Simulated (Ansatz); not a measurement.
Structure types of Ge were relaxed at one common pressure (all-electron LAPW in Ansatz 0.2.0 under PBE, scalar-relativistic, no spin polarisation, zero temperature). They take these volumes:

```csv
type,space group,V (Å³/atom)
bcc,Im-3m,15.40
hcp,P6_3/mmc,15.44
sc,Pm-3m,16.03
diamond,Fd-3m,18.93
beta tin,I4_1/amd,15.59
```

At about which pressure, and is the densest type also the lowest in enthalpy?

24 GPa. The densest is bcc, and it is 80 meV/atom above beta tin: its gain in pV doesn't pay for its higher energy here.
